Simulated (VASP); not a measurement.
Here is a VASP 6.6.1 calculation.

File INCAR:

```
PREC = Accurate ; ENCUT = 520
EDIFF = 1E-7 ; ISMEAR = 0
SIGMA = 0.05 ; LREAL = False
LASPH = True ; NELM = 100
ALGO = Normal ; ISIF = 2
LWAVE = False ; LCHARG = False
NBANDS = 15
```

The input KPOINTS:

```
regular mesh
0
Gamma
  6 6 6
```

Contents of POSCAR:

```
KBr
1.0
    4.0434990000     -0.1213049700      0.0000000000
   -0.1213049700      4.0434990000      0.0000000000
    0.0000000000      0.0000000000      4.0434990000
K Br
1 1
Direct
    0.0000000000      0.0000000000      0.0000000000
    0.5000000000      0.5000000000      0.5000000000
```

Potentials or basis: VASP PAW LDA potentials, release 64 (K_sv, Br).

Command:

```console
$ cat potpaw_LDA.64/K_sv/POTCAR potpaw_LDA.64/Br/POTCAR > POTCAR
$ mpirun -np 1 vasp_std > vasp.out
```

Problem. Predict the band gap on the k mesh.

Solution. 3.49 eV, indirect (least direct gap 3.71 eV).

Problem. Estimate the pressure.

Solution. -2.5 GPa.

Stress tensor (GPa, compression positive):
```
-2.53  0.08  0.00
 0.08 -2.53  0.00
 0.00  0.00 -2.54
```

A k mesh can miss the band edges.
